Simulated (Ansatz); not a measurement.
**Pressure against volume: Be**

```cif
data_structure
_symmetry_space_group_name_H-M 'P6_3/mmc'
_symmetry_Int_Tables_number 194
_cell_length_a 2.2995
_cell_length_b 2.2995
_cell_length_c 3.6009
_cell_angle_alpha 90.000
_cell_angle_beta 90.000
_cell_angle_gamma 120.000
_cell_volume 16.49
loop_
_atom_site_label
_atom_site_type_symbol
_atom_site_symmetry_multiplicity
_atom_site_Wyckoff_symbol
_atom_site_fract_x
_atom_site_fract_y
_atom_site_fract_z
_atom_site_occupancy
Be1 Be 2 c 0.33333 0.66667 0.25000 1
```

The runs use the primitive cell with vectors (2.300, 0.000, 0.000), (-1.150, 1.991, 0.000), (0.000, 0.000, 3.601) Å, to which the k mesh refers.

The cell comes from COD entry 9012017, which wasn't checked; take it as a given geometry. It was measured hot, at 658 K.

All numbers are computed: DFT, PBE, all-electron LAPW, scalar-relativistic (Ansatz 0.2.0); DFT, PBE, PAW with Ansatz's default frozen-core files, scalar-relativistic (Ansatz 0.2.0).

For LAPW: a Γ-centred 20×20×11 k mesh, Fermi–Dirac smearing of 0.05 eV, basis error target 1 meV/atom, no spin polarisation. PAW takes a cutoff of 420 eV at this cell. The Ansatz runs share mesh, smearing and spin set-up. Plane-wave (PAW) pressures include the program's estimate of the Pulay term.

The cell above is scaled evenly, with fractional coordinates and shape held.

```
V/V(cell)  V (Å³/atom)  P, LAPW (GPa)  P, PAW (GPa)  free energy over the lowest listed, PAW (meV/atom)
   0.9600        7.915          -0.04         -0.01                                                 0.0
   0.9800        8.080          -2.49         -2.47                                                 1.3
   1.0000        8.245          -4.73         -4.71                                                 5.0
   1.0200        8.410          -6.79         -6.77                                                10.9
   1.0400        8.575              ?             ?                                                   ?
```

Task: Fill in the row V/V(cell) = 1.0400.

Result: P, LAPW (GPa) = -8.66, P, PAW (GPa) = -8.64, free energy over the lowest listed, PAW (meV/atom) = 18.9.
